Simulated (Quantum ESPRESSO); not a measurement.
**Sn under changes of volume**

One of the cells (27.650 Å³/atom); the others are scaled copies at fixed shape and fractional positions:

```
Sn
1.0
    -2.94014    2.94014    1.59930
     2.94014   -2.94014    1.59930
     2.94014    2.94014   -1.59930
Sn
2
Direct
  0.00000 0.00000 0.00000
  0.75000 0.25000 0.50000
```

```yaml
Program: Quantum ESPRESSO 7.5
Functional: r2SCAN
Potentials_or_basis: SG15 PBE 1.2
Cutoff: 952 eV
Density_cutoff: 3810 eV
k_mesh: 4 × 4 × 4
Occupations: fermi-dirac, width 0.05 eV
Spin: no spin polarisation
```

```tsv
volume (Å³/atom)	energy over the lowest point (meV/atom)	pressure (GPa)
25.991	?	?
26.544	0.00	0.6
27.097	0.10	-0.6
27.650	4.03	-1.6
28.203	11.33	-2.6
28.756	21.63	-3.4
29.309	34.55	-4.0
```

**Question.** What does the run at 25.991 Å³/atom give?

**Answer.** Energy over the lowest point 4.23 meV/atom; pressure 1.9 GPa.

Worked out: A Birch-Murnaghan fit of order 3 (a polynomial in V^(-2/3)) to the other rows has its minimum at 26.80 Å³/atom with B0 = V·E''(V) = 57 GPa and B' = 5.0 at fixed shape and positions, which overstates the stiffness. It gives 4.23 meV/atom at 25.991 Å³/atom, against the run's 4.23, and -dE/dV = 1.9 GPa, against 1.9.

Energies are extrapolated to zero smearing.

Caveats: all runs use coarse meshes; the potentials were made for another functional, which shifts forces and pressure.
